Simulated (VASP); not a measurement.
Here is a VASP 6.6.1 calculation.

INCAR

```
SYSTEM = HC18O
PREC = Accurate ; ENCUT = 520
EDIFF = 1E-6 ; ISMEAR = -1
SIGMA = 0.05 ; LREAL = Auto
LASPH = .TRUE. ; NELM = 150
ALGO = Normal ; ISIF = 2
LWAVE = .FALSE. ; LCHARG = .FALSE.
ISPIN = 2 ; MAGMOM = 0 0 0 0 0 0 0 0 0 0 0 0 0 0 0 0 0 0 0 0
LORBIT = 11 ; GGA = PE
NBANDS = 60
```

KPOINTS

```
regular mesh
0
G
  2 2 1
  0 0 0
```

POSCAR

```
HC18O
1.0
    7.3980000000      0.0000000000      0.0000000000
   -3.6990000000      6.4068560000      0.0000000000
    0.0000000000      0.0000000000     12.0000000000
C O H
18 1 1
Direct
   -0.0016929269     -0.0052712282      0.0735570833
    0.2207513541      0.1064426920      0.0747296667
   -0.0015612096      0.3277186189      0.0735055000
    0.2215792704      0.4376265051      0.0747039167
    0.0042900109      0.6638984862      0.1116538333
    0.2286250560      0.7755939887      0.0762172500
    0.3349475667     -0.0045874295      0.0713103333
    0.5564961897      0.1058893785      0.0693105000
    0.3281956416      0.3263528945      0.0788509167
    0.5540995311      0.4375859236      0.1129206667
    0.3351822446      0.6640160166      0.0723012500
    0.5574746730      0.7738252584      0.0707983333
    0.6671009424     -0.0048332599      0.0680541667
    0.8878968876      0.1054320559      0.0693797500
    0.6693043350      0.3264086160      0.0827126667
    0.8875424651      0.4350208589      0.0859411667
    0.6697407804      0.6658321960      0.0835991667
    0.8855607253      0.7743309667      0.0853340000
    0.5641959086      0.4085810575      0.2269213333
    1.0241441064      0.6748113271      0.2044484167
```

Potentials or basis: VASP PAW PBE potentials, release 64 (C, O, H).

The run is started by

```console
$ cat potpaw_PBE.64/C/POTCAR potpaw_PBE.64/O/POTCAR potpaw_PBE.64/H/POTCAR > POTCAR
$ mpirun -np 1 vasp_std > vasp.out
```

(1) Predict the band gap on the k mesh.

(2) Estimate the net moment.

(3) Predict the largest force.

Answers

(1) none (metal or under the smearing width).

(2) 0.00 μB per cell.

(3) 0.368 eV/Å.

Caveat: the k mesh is coarse (spacing up to 0.49 Å⁻¹), so the values aren't converged.
